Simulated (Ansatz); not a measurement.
## W2NCl2 MXene monolayer in a perpendicular field

Aim: how the W2NCl2 MXene monolayer screens a field along its normal, and what the field does to its bands. A positive field points along +c.

Program: Ansatz 0.2.0. Level of theory: plane-wave DFT, PBE-D3(BJ), Ansatz PAW. Results are calculated unless marked as measured.

### Step 1. The structure

The cell holds 5 atoms: 2 Cl, 2 W and 1 N. Its edges and angles: a = 3.054 Å, b = 3.054 Å, c = 42.792 Å, α = 90.0°, β = 90.0°, γ = 120.0°. Vacuum lies along c.

### Step 2. Relaxing the slab

The starting cell is a guess, so the in-plane lattice and the atoms are relaxed first, with the slab cut off from its images along the normal.

Contents of input.yaml:

```yaml
crystal:
  lattice:
    - [3.053908, 0.0, 0.0]
    - [-1.526954, 2.6447619088, 0.0]
    - [0.0, 0.0, 42.7923365952]
  atoms:
    - { symbol: Cl, position: [0.3333333333, 0.6666666667, 0.4311519648] }
    - { symbol: W, position: [0.6666666667, 0.3333333333, 0.471840969], spin: 1.0 }
    - { symbol: "N", position: [0.0, 0.0, 0.5] }
    - { symbol: W, position: [0.3333333333, 0.6666666667, 0.528159031], spin: 1.0 }
    - { symbol: Cl, position: [0.6666666667, 0.3333333333, 0.5688480352] }
  periodic: [true, true, false]
magnetization:
  spin_polarized: true
kpoints:
  mp_grid: { grid: [12, 12, 1] }
hamiltonian:
  xc: pbe
  dispersion: d3bj
scf:
  occupations: { method: fermi_dirac, width: 0.05 }
  convergence: { dr2_threshold: 1.0e-09 }
relax:
  f_tol: 0.004
  max_steps: 90
  cell: {}
output:
  write_potential: true
  write_density: true
  volumetric_format: npy
```

Launch:

```bash
$ ansatz run input.yaml --threads 2 --pin off --max-ram 3072MiB --backend cpu --events-out ev --progress --plain --runs-dir out
```

Numbers of over 12 decimals in the logs are rounded to 6 here.

The program printed:

```text
Warning: relax.cell: scf.convergence.dr2_threshold = 1e-9 eV is looser than the 1.97967771843e-10 eV advised for a relaxation that steers and ends on the stress (1e-10 eV for each atom of the cell: 5, times the square of relax.cell.stress_2d_tol = 0.05 N/m over 15.9 Å (the atoms' height at the walk's start and 5 Å past either face), 3.146e-2 GPa, over a crystal's default 0.05). What an SCF threshold leaves in a stress goes as its square root, and in the free energy as the threshold itself, and one threshold admits the most on a small cell: [figures from the program's tests cut] Set scf.convergence.dr2_threshold to 1.97967771843e-10 eV or tighter. [rest of the remark cut]
Engine: ansatz 0.2.0, x86_64-unknown-linux-gnu
Pseudopotentials: kind: paw
Pseudopotential: Cl, paw, valence charge 7, recommended cutoff 420 eV (normal), Cl.paw.azcp
Pseudopotential: W, paw, valence charge 14, recommended cutoff 420 eV (normal), W.paw.azcp
Pseudopotential: N, paw, valence charge 5, recommended cutoff 420 eV (normal), N.paw.azcp
Functional definition: PBE
  parameter kappa = 0.804
  parameter beta = 0.066725
  exchange = pbe_x(kappa = kappa, mu = beta*pi^2/3)
  correlation = pbe_c(beta = beta)
Crystal: 5 atoms, lattice volume = 345.628 Å³
Basis set: ecut = 420 eV, 6707 PW (Γ), exchange–correlation on 48×48×576 points (8 copies of the dense FFT grid, shifted against one another)
Bands: 30, of which v1, the nominal top of the filled ones, is band 24 counted from 1 (23 counted from 0)
Symmetry: 12 space group operations
Space group: P-3m1 (ITA 164), of the structure as read, at distance tolerance 7.0e-5 Å
Magnetic group: BNS 164.85 (UNI 1315), of the structure as read, at distance tolerance 7.0e-5 Å
k-points: 19 of 144
Non-local potential: Cl, projectors of the file, l = 0: 2, l = 1: 2, l = 2: 2
Non-local potential: W, projectors of the file, l = 0: 3, l = 1: 2, l = 2: 2, l = 3: 1
Non-local potential: N, projectors of the file, l = 0: 2, l = 1: 2, l = 2: 1
PAW form: soft (Blöchl's): semilocal exchange-correlation on the pseudo side does not see the compensation charge
PAW one-centre angular grid: Cl, 110 points (default); XC on 64 Gauss nodes
PAW one-centre angular grid: W, 590 points (default); XC on 64 Gauss nodes
PAW one-centre angular grid: N, 110 points (default); XC on 64 Gauss nodes
Initial density: superposition of atomic densities (neutral atoms: chi_scale 0, normalization atom)
Starting moments: Σ|m| = 2 μB on 2 of 5 sites
Initial wavefunctions: pseudopotential atomic-orbital guess
Functional: x = pbe(κ = 0.804, μ = 0.219515), c = pbe(β = 0.066725)
SCF iter   1: F=—  HF=-23315.392902 eV  |F-HF|=—  |Δ(HF+E_count)|=         —  Δρ=2.37e-2 (↑2.37e-2 ↓2.13e-2)  dr2=1.21e1  dr2_m=8.59e-2  M=1.053 μB ∫|m|=1.069 μB  β_m=0.30  ethr=3.10e-3  ⟨swp⟩=17.2  Hψ=9657  notcnv=0
Mixer restart at iter 1: flushing history
preconditioner: auto → LDOS  [metal: Δε(μ)=0.030 eV  Ē_g=10.393 eV  σ=0.050 eV  W_gap=0.15  n_scr=26 (ndim 8)  ℏωp=11.1 eV  f_vac=0.777  D(μ)=4.20/eV (n_scr^D=20)]
spin=Collinear: LDOS preconditioning applied to the charge; magnetization (m = ρ↑ − ρ↓) channel mixes plain (no charge-response kernel on spin).
SCF iter   2: F=—  HF=-23314.592958 eV  |F-HF|=—  |Δ(HF+E_count)|=   8.00e-1  Δρ=1.84e-2 (↑1.84e-2 ↓1.68e-2)  dr2=7.47e0  dr2_m=5.56e-2  M=0.954 μB ∫|m|=0.968 μB  β_m=0.65  ethr=3.10e-3  ⟨swp⟩=3.2  Hψ=1935  notcnv=0  defer=22
SCF iter   3: F=—  HF=-23313.541297 eV  |F-HF|=—  |Δ(HF+E_count)|=    1.05e0  Δρ=4.36e-3 (↑3.90e-3 ↓4.36e-3)  dr2=1.71e-1  dr2_m=5.44e-3  M=0.474 μB ∫|m|=0.484 μB  β_m=0.70  ethr=3.10e-3  ⟨swp⟩=5.5  Hψ=3557  notcnv=0  defer=22
SCF iter   4: F=—  HF=-23313.558388 eV  |F-HF|=—  |Δ(HF+E_count)|=         —  Δρ=2.48e-3 (↑2.48e-3 ↓2.47e-3)  dr2=1.24e-2  dr2_m=1.83e-2  M=0.185 μB ∫|m|=0.200 μB  β_m=0.70  ethr=3.64e-4  ⟨swp⟩=5.5  Hψ=3386  notcnv=0  defer=15
SCF iter   5: F=—  HF=-23313.558606 eV  |F-HF|=—  |Δ(HF+E_count)|=   2.18e-4  Δρ=1.22e-3 (↑1.11e-3 ↓1.22e-3)  dr2=7.01e-4  dr2_m=4.17e-3  M=0.105 μB ∫|m|=0.114 μB  β_m=0.85  ethr=2.63e-5  ⟨swp⟩=3.5  Hψ=2679  notcnv=0  defer=15
SCF iter   6: F=—  HF=-23313.559242 eV  |F-HF|=—  |Δ(HF+E_count)|=   6.36e-4  Δρ=2.22e-4 (↑2.22e-4 ↓2.19e-4)  dr2=5.25e-5  dr2_m=1.42e-4  M=0.026 μB ∫|m|=0.029 μB  β_m=0.88  ethr=1.49e-6  ⟨swp⟩=3.7  Hψ=3002  notcnv=0  defer=15
SCF iter   7: F=—  HF=-23313.559345 eV  |F-HF|=—  |Δ(HF+E_count)|=   1.03e-4  Δρ=6.81e-5 (↑6.81e-5 ↓6.76e-5)  dr2=3.35e-5  dr2_m=1.13e-5  M=0.008 μB ∫|m|=0.009 μB  β_m=0.82  ethr=1.12e-7  ⟨swp⟩=4.2  Hψ=3119  notcnv=0  defer=15
SCF iter   8: F=—  HF=-23313.559347 eV  |F-HF|=—  |Δ(HF+E_count)|=   2.34e-6  Δρ=2.29e-5 (↑2.29e-5 ↓1.74e-5)  dr2=3.25e-6  dr2_m=8.06e-7  M=0.002 μB ∫|m|=0.002 μB  β_m=0.81  ethr=7.13e-8  ⟨swp⟩=3.1  Hψ=2479  notcnv=0  defer=15
SCF iter   9: F=—  HF=-23313.559349 eV  |F-HF|=—  |Δ(HF+E_count)|=   2.29e-6  Δρ=8.71e-6 (↑5.02e-6 ↓8.71e-6)  dr2=6.43e-7  dr2_m=4.98e-8  M=0.000 μB ∫|m|=0.000 μB  β_m=0.80  ethr=6.92e-9  ⟨swp⟩=3.4  Hψ=2785  notcnv=0  defer=15
SCF iter  10: F=—  HF=-23313.559349 eV  |F-HF|=—  |Δ(HF+E_count)|=   1.46e-7  Δρ=2.21e-6 (↑2.21e-6 ↓1.73e-6)  dr2=1.62e-8  dr2_m=9.14e-9  M=0.000 μB ∫|m|=0.000 μB  β_m=0.79  ethr=1.37e-9  ⟨swp⟩=3.7  Hψ=2828  notcnv=0  defer=15
SCF iter  11: F=—  HF=-23313.559349 eV  |F-HF|=—  |Δ(HF+E_count)|=   6.45e-8  Δρ=7.55e-7 (↑7.55e-7 ↓6.33e-7)  dr2=3.81e-10  dr2_m=1.45e-9  M=0.000 μB ∫|m|=0.000 μB  β_m=0.89  ethr=3.45e-11  ⟨swp⟩=3.6  Hψ=2867  notcnv=0  defer=15
SCF iter  12: F=—  HF=-23313.559349 eV  |F-HF|=—  |Δ(HF+E_count)|=   1.14e-8  Δρ=1.68e-7 (↑1.32e-7 ↓1.68e-7)  dr2=1.71e-11  dr2_m=6.82e-11  M=0.000 μB ∫|m|=0.000 μB  β_m=0.95  ethr=1.00e-12  ⟨swp⟩=4.5  Hψ=3406  notcnv=0  defer=15
SCF iter  13: F=-23313.559349 eV  HF=-23313.559349 eV  |F-HF|=2.98e-10  |Δ(HF+E_count)|=  5.20e-10  Δρ=2.14e-8 (↑2.14e-8 ↓1.85e-8)  dr2=9.17e-13  dr2_m=9.76e-13  M=-0.000 μB ∫|m|=0.000 μB  ethr=1.00e-12  ⟨swp⟩=10.0  Hψ=9352  notcnv=0
WARN: the starting moments were not kept: the SCF closed with an absolute magnetisation of 1.3e-6 μB, where they sum to 2 μB in size (2 sites). That is at most 0.1 of that sum. Measured as dr2_m measures the in/out step, that magnetisation stands 2.5e-13 eV from none, at or under the dr2_threshold of 1.0e-9 eV: it is no larger than a step whose dr2_m would equal this threshold. The system may hold no moment; this SCF [...]
SCF 1 converged in 13 iterations: F = -23313.559349 eV  dr2 = 9.17e-13
  greatest PAW one-centre occupation: 0.999 electrons in one spin orbital (limit 2), on the W atom at site 3 (counted from 0), in its partial waves of l = 0
[...]
relax step   6: F+E_penalty+E_count = -23314.26617429 eV  Δ(F+E_penalty+E_count) = -7.523e-4 eV  max|allowed force component| = 1.983e-3 eV/Å  Δτ_max = 0.0056 Å  P = +0.009 N/m  Ω = 316.728 Å³  energy of the carried Pulay correction = +6.447e-3 eV  fix = [c, alpha, beta]  reactions: c +0.000 N/m  (7 SCF iters, accepted)
[...]
relax step   7: F+E_penalty+E_count = -23314.26214932 eV  Δ(F+E_penalty+E_count) = +4.025e-3 eV  max|allowed force component| = 2.242e-3 eV/Å  Δτ_max = 0.0000 Å  P = -0.089 N/m  Ω = 316.728 Å³  fix = [c, alpha, beta]  reactions: c -0.000 N/m  stress off target by 8.87e-2 N/m on what of the cell is left free  SCF on the basis re-selected at this cell (its energy is not comparable with the rows above)  (6 SCF iters)
[...]
relax step   8: F+E_penalty+E_count = -23314.26219483 eV  Δ(F+E_penalty+E_count) = -4.551e-5 eV  max|allowed force component| = 9.467e-4 eV/Å  Δτ_max = 0.0007 Å  P = +0.008 N/m  Ω = 316.575 Å³  energy of the carried Pulay correction = +3.437e-5 eV  fix = [c, alpha, beta]  reactions: c +0.000 N/m  (6 SCF iters, accepted)
iter 1 solved again at ethr=1.42e-7 eV; its pass at ethr=3.10e-3 eV (dr2=6.66e-5 eV) is discarded
SCF iter   1: F=—  HF=-23314.261982 eV  |F-HF|=—  |Δ(HF+E_count)|=         —  Δρ=6.66e-7 (↑6.37e-7 ↓6.66e-7)  dr2=2.00e-9  dr2_m=1.03e-11  M=0.000 μB ∫|m|=0.000 μB  β_m=0.65  ethr=1.42e-7  ⟨swp⟩=7.6  Hψ=15847  notcnv=0
eigensolver tolerance schedule: the retry pair's looser diagonalisation over-reported the residual by 33276.07 of it (diagonalisation noise at an unbounded share of the residual, at the tolerance the schedule requests for it); recorded, not acted on — ethr = c·dr2/N_el stays at c = 1.0e-1
preconditioner: auto → LDOS  [metal: Δε(μ)=0.065 eV  Ē_g=9.572 eV  σ=0.050 eV  W_gap=0.29  n_scr=24 (ndim 8)  ℏωp=11.6 eV  f_vac=0.762  D(μ)=2.24/eV (n_scr^D=14)]
spin=Collinear: LDOS preconditioning applied to the charge; magnetization (m = ρ↑ − ρ↓) channel mixes plain (no charge-response kernel on spin).
SCF iter   2: F=—  HF=-23314.262155 eV  |F-HF|=—  |Δ(HF+E_count)|=   1.73e-4  Δρ=3.75e-7 (↑3.75e-7 ↓3.58e-7)  dr2=1.30e-9  dr2_m=2.88e-12  M=0.000 μB ∫|m|=0.000 μB  β_m=0.37  ethr=4.26e-12  ⟨swp⟩=8.3  Hψ=6244  notcnv=0
SCF iter   3: F=—  HF=-23314.262155 eV  |F-HF|=—  |Δ(HF+E_count)|=   3.29e-9  Δρ=2.35e-7 (↑2.35e-7 ↓2.24e-7)  dr2=2.80e-10  dr2_m=2.70e-12  M=0.000 μB ∫|m|=0.000 μB  β_m=0.69  ethr=2.76e-12  ⟨swp⟩=2.6  Hψ=1658  notcnv=0
SCF iter   4: F=-23314.262155 eV  HF=-23314.262155 eV  |F-HF|=3.78e-10  |Δ(HF+E_count)|=  5.86e-10  Δρ=1.09e-7 (↑1.04e-7 ↓1.09e-7)  dr2=9.27e-11  dr2_m=1.40e-13  M=0.000 μB ∫|m|=0.000 μB  ethr=1.00e-12  ⟨swp⟩=14.4  Hψ=10942  notcnv=0
the starting moments were not kept: the SCF closed with an absolute magnetisation of 8.3e-7 μB, where they sum to 2 μB in size (2 sites). That is at most 0.1 of that sum. Measured as dr2_m measures the in/out step, that magnetisation stands 6.1e-14 eV from none, at or under the dr2_threshold of 1.0e-9 eV: it is no larger than a step whose dr2_m would equal this threshold.
SCF 9 converged in 4 iterations: F = -23314.262155 eV  dr2 = 9.27e-11
relax step   9: F+E_penalty+E_count = -23314.26215464 eV  Δ(F+E_penalty+E_count) = +4.020e-5 eV  max|allowed force component| = 9.503e-4 eV/Å  Δτ_max = 0.0000 Å  P = +0.007 N/m  Ω = 316.575 Å³  fix = [c, alpha, beta]  reactions: c +0.000 N/m  stress off target by 7.39e-3 N/m on what of the cell is left free  SCF on the basis re-selected at this cell (its energy is not comparable with the rows above)  (4 SCF iters)
basis re-selected at this cell: Δ(F+E_penalty+E_count) = +4.020e-5 eV, ΔP = -0.000 N/m vs the last step (what re-selecting the basis moved, of the pressure what is left beyond the Pulay correction that the steps carried, after the strain that the cell walked since its last selection, with what the two solves' SCF thresholds leave and, on support functions, any second-order correction that the steps lacked; it is no m [...]
WARN: The input density's exchange-correlation potential varies sharply where the density is thin. Do not read a vacuum level from v_tot or v_xc, or from such a field of the output density. On a cell that repeats whose density bears no net charge and no dipole along the vacuum's axis use v_es (v_loc + v_h of the components); under efield.dipole_correction with no amplitude use v_es + v_field, which holds any external [...]
SCF converged after 4 iterations
Magnetization: 0.0000 μB (23.5000 up, 23.5000 down)
Absolute magnetization: 0.0000 μB (∫|ρ↑−ρ↓|, with the PAW one-centre terms)
Spin contamination: 0.0000 ħ² per cell (⟨S²⟩ above its minimum at these occupations)
Per-site moments (μB) at R_I (Å): [(-1.2158030769939468e-8, 1.038866), (1.789078658576141e-7, 0.912500), (-2.452935635925235e-8, 0.912500), (1.7890786585175872e-7, 0.912500), (-1.2158030800630618e-8, 1.038866)]
Free energy (F): -23314.262155 eV
Harris-Foulkes:  -23314.262155 eV  (|F-HF|=3.78e-10)
Internal energy: -23314.243758 eV  (E = F + TS)
E sigma→0 (E₀):  -23314.252956 eV
Entropy (-TS):   -0.018397 eV (-3.679 meV/atom)
Fermi energy:    -3.883228 eV
--- Per-component energies (eV) ---
  E_band       = -1185.029650
  E_kinetic    = 1361.833918
  E_local      = -223551.957031  (includes V_loc(G=0)·N_el)
  E_nonlocal   = 104.980469
  E_hartree    = 110981.767612
  E_xc         = -809.441316
  E_vxc        = -800.048986  (∫ρ·V_xc dr)
  E_paw        = -18571.060154  (= ΣΔE_a)
  E_vpaw       = -263.373835  (= ΣTr[D̂ρ^β])
  E_aug_tail   = 0.000165  (compensation charges beyond the density's cutoff)
  E_ewald      = 107171.361888
  E_disp       = -1.729309  (pairwise vdW)
  E_smearing   = -0.018397  (= −TS)
  E_closure    = -0.000000  (closes the sum)
  Σ components = -23314.262155   (vs F -23314.262155, Δ=0.00e0)
--- Forces (eV/Å), atoms counted from 1 ---
  atom   1  Cl     0.00000000    -0.00000000    -0.00095025
  atom   2  W      0.00000000     0.00000000    -0.00033845
  atom   3  N      0.00000000    -0.00000000     0.00000000
  atom   4  W      0.00000000    -0.00000000     0.00033845
  atom   5  Cl     0.00000000     0.00000000     0.00095025
  max |Σ_I F_I| component: 2.78e-17 eV/Å
--- 2D stress c σ (N/m, compression-positive) ---
        0.007386       0.000000       0.000000
        0.000000       0.007386      -0.000000
        0.000000      -0.000000       0.000000
  P = ½ c Tr σ = 0.0074 N/m
--- Band table (eV; the first three rows and the last of 38) ---
  k-point 0 ↑: bands = [... 20 lower, -6.3299, -5.0583, -5.0583, -5.0186, -3.9868, -3.9868, -3.1270, -3.1270, ... 2 higher]
  k-point 1 ↑: bands = [... 20 lower, -6.5881, -5.4215, -4.9075, -4.7922, -4.1115, -3.8229, -3.0375, -3.0007, ... 2 higher]
  k-point 2 ↑: bands = [... 20 lower, -7.0127, -6.0374, -4.6829, -4.4613, -4.4469, -3.4669, -2.8118, -2.4178, ... 2 higher]
  k-point 18 ↓: bands = [... 20 lower, -5.2342, -4.6195, -4.3588, -4.3588, -2.5616, -2.5616, -1.5902, -1.0726, ... 2 higher]
  the weakly bound empty levels are not read free of the cell's end (no_gap_told)
--- Relaxed structure (7 steps of the walk, 7 accepted, 2 SCFs on fresh bases) ---
  F+E_penalty+E_count = -23314.26215464 eV   max|allowed force component| = 9.503e-4 eV/Å   (the final SCF, on the basis selected at the relaxed cell)
  cell:  # Å, volume = 316.5748 Å³
    - [2.922738, 0.0, 0]
    - [-1.461369, 2.531165, 0]
    - [0, 0, 42.7923365952]
  atoms:
    - { symbol: Cl, position: [0.333333, 0.666667, 0.422885] }
    - { symbol: W, position: [0.666667, 0.333333, 0.466574] }
    - { symbol: N, position: [0, 0, 0.5] }
    - { symbol: W, position: [0.333333, 0.666667, 0.533426] }
    - { symbol: Cl, position: [0.666667, 0.333333, 0.577115] }
```

Wall time 5.8 min (2 threads of AMD EPYC (Zen 3), shared host); peak memory 0.84 GiB; 10 min of CPU time.

Relaxation path:

```csv
step,energy less that of the first step (eV),largest force component (eV/Å),volume (Å³)
1,0.0000,1.1698,345.63
2,-0.4766,0.6025,337.33
3,-0.6915,0.1770,311.59
4,-0.7026,0.1516,318.96
5,-0.7061,0.1262,316.63
6,-0.7068,0.0020,316.73
7*,-0.7028,0.0022,316.73
8,-0.7028,0.0009,316.57
9*,-0.7028,0.0009,316.57
```

Relaxation steps marked * repeat the geometry before them on a plane-wave basis chosen anew for their cell, so energy and pressure can jump there.

The run keeps the 12 symmetry operations that it works with, so distortions that break them were not tested.

```csv
cell as run,before,after,change
a (Å),3.054,2.923,-4.3 %
b (Å),3.054,2.923,-4.3 %
```

The atoms that moved most (Å, along periodic axes as changes of fractional coordinates times the final cell, across vacuum about the mean position):

```csv
atom,dx,dy,dz,length
Cl1,0.000,0.000,-0.354,0.354
Cl5,0.000,0.000,0.354,0.354
W2,0.000,0.000,-0.225,0.225
W4,0.000,0.000,0.225,0.225
```

Final coordinates:

```cif
data_structure
_symmetry_space_group_name_H-M 'P 1'
_symmetry_Int_Tables_number 1
_cell_length_a 2.9227
_cell_length_b 2.9227
_cell_length_c 42.7923
_cell_angle_alpha 90.000
_cell_angle_beta 90.000
_cell_angle_gamma 120.000
_cell_volume 316.57
loop_
_atom_site_label
_atom_site_type_symbol
_atom_site_fract_x
_atom_site_fract_y
_atom_site_fract_z
_atom_site_occupancy
Cl1 Cl 0.33333 0.66667 0.42288 1
W2 W 0.66667 0.33333 0.46657 1
N3 N 0.00000 0.00000 0.50000 1
W4 W 0.33333 0.66667 0.53343 1
Cl5 Cl 0.66667 0.33333 0.57712 1
```

Numbers from this step:

- energy at zero smearing: -23314.2530 eV

The lattice constant a goes from 3.054 to 2.923 Å.

(Part 1 of 2 ends here.)

[Logs are printed without paths, hosts, clocks, repeated set-up lines and the standing remarks that a program may print on its own settings, such as how far it seeks lower states.]

[Hosts, paths, dates, database ids (printed as entryN), source tags and the programs' standing remarks are cut or masked in the printed files.]

[Maps of the electrostatic potential energy from Ansatz leave out the sawtooth potential of an applied field or a dipole correction, so their vacuum need not be flat; planar profiles and work functions include it.]
